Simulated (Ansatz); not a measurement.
The equilibrium volume of Pd, sorted by core time

**What was measured.** The equilibrium volume of Pd (Palladium) (Fm-3m) is reported as 14.72 Å³/atom at 293.15 K (arxiv:2204.14071). The runs below try to reproduce it.

Symmetry: Fm-3m, No. 225, cubic system. Conventional cell: a = 3.893 Å, b = 3.893 Å, c = 3.893 Å, α = 90.00°, β = 90.00°, γ = 90.00°. Pd (site symmetry m-3m) has 12 Pd at 2.75 Å as nearest neighbours.

| rung | level | program and potentials | cutoff (eV) | k mesh | smearing | task | core time | chip | equilibrium volume (Å³/atom) | miss | notes |
| --- | --- | --- | --- | --- | --- | --- | --- | --- | --- | --- | --- |
| GGA + dispersion | PBE+D3(BJ) | Ansatz, Ansatz PAW | 420 | 12 × 12 × 12 | fermi-dirac 0.05 | relaxation of cell and atoms | 4.3 s | Arm Neoverse V1 | 14.70 | -0.1 % | - |
| GGA + dispersion | PBE+D4 | Ansatz, Ansatz PAW | 420 | 12 × 12 × 12 | fermi-dirac 0.05 | relaxation of cell and atoms | 5.4 s | Arm Neoverse V1 | 14.90 | +1.2 % | - |
| GGA + dispersion | PBE+D3(BJ)+ATM | Ansatz, Ansatz PAW | 420 | 12 × 12 × 12 | fermi-dirac 0.05 | relaxation of cell and atoms | 5.5 s | Arm Neoverse V1 | 14.84 | +0.8 % | - |
| GGA | PBE | Ansatz, SPMS NC | 653 | 12 × 12 × 12 | fermi-dirac 0.05 | equation of state | 9 s | Arm Neoverse V2 | 15.37 | +4.4 % | - |
| GGA | PBE | Ansatz, Ansatz PAW (files of its older set among them) | 600 | 12 × 12 × 12 | fermi-dirac 0.05 | equation of state | 9 s | Arm Neoverse V2 | 15.30 | +3.9 % | - |
| GGA | PBE | Ansatz, PseudoDojo stringent | 1116 | 12 × 12 × 12 | fermi-dirac 0.05 | equation of state | 18 s | Arm Neoverse V2 | 15.30 | +3.9 % | - |
| GGA | PBE | Ansatz, Ansatz NC | 1116 | 12 × 12 × 12 | fermi-dirac 0.05 | equation of state | 19 s | Arm Neoverse V2 | 15.31 | +4.0 % | - |
| GGA | PBE | Ansatz, JTH PAW | 1110 | 12 × 12 × 12 | fermi-dirac 0.05 | equation of state | 23 s | Arm Neoverse V2 | 15.28 | +3.8 % | - |

Times are single runs on shared hosts and different chips, so they are rough; meshes, cutoffs and the tasks' sizes weigh on the time. All rows: no spin polarisation. Smearing widths are in eV. For a metal such meshes aren't converged. Meshes are those of the run's cell of 1 atom unless a note names another. Relaxations start from the cell shown or near it and stop with a little pressure left. Misses use the values as printed. Runs on faulty files, with rough fits or with known faults for this quantity aren't shown. No row holds spin-orbit coupling.

By rung: GGA + dispersion 14.70 to 14.90; GGA 15.28 to 15.37 (Å³/atom). Measured: 14.72 Å³/atom at 293.15 K (arxiv:2204.14071). Closest is PBE+D3(BJ) (-0.1 %), and PBE misses by +3.8 % to +4.4 % on plain settings. The runs are for a static lattice, while measurements hold temperature and zero-point motion.
